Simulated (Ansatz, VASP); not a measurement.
**One calculation of Fe, two programs**

```
Fe
1.0
    -1.36382    1.41578    1.34966
     1.36382   -1.41578    1.34966
     1.36382    1.41578   -1.34966
Fe
1
Direct
  0.00000 0.00000 0.00000
```

Change from the starting cell: normal strain along x -0.0367, normal strain along z -0.0467.

Alike in both runs: task single point; functional PBE; k mesh 10 × 10 × 10; occupations gaussian, width 0.15 eV; collinear spin.

|  | VASP | Ansatz |
| --- | --- | --- |
| version | VASP 6.6.1 | Ansatz 0.2.0 |
| potentials or method | VASP PAW PBE potentials, release 64 (Fe) | scalar-relativistic, plane waves, PAW |
| plane-wave cutoff (eV) | 520 | 520 |
| valence electrons in the cell | 8 | 16 |

Ansatz gave:

| Item | Value |
| --- | --- |
| gap on the k mesh at the Fermi level (eV) | none |
| pressure (GPa) | 21.0 |
| largest component of the traceless stress (GPa) | 4.83 |
| net moment per atom (μB) | 2.06 |
| size of the moment on the site where the two differ most (μB) | 2.09 |

Q: Estimate VASP's values.

A: gap on the k mesh at the Fermi level (eV): none; pressure (GPa): 20.7; largest component of the traceless stress (GPa): 4.95; net moment per atom (μB): 2.07; size of the moment on the site where the two differ most (μB): 2.05.

Site moments also hang on the region over which each program counts them. A gap of «none» marks a metal or a gap that the smearing closes. With one functional, cell and mesh, what is left measures potentials, basis and numerics. The two sets of potentials don't hold the same shells in valence.

Caveats: so large a pressure means that the cell lies far from this level's equilibrium, or that cutoff or potentials fall short (VASP).
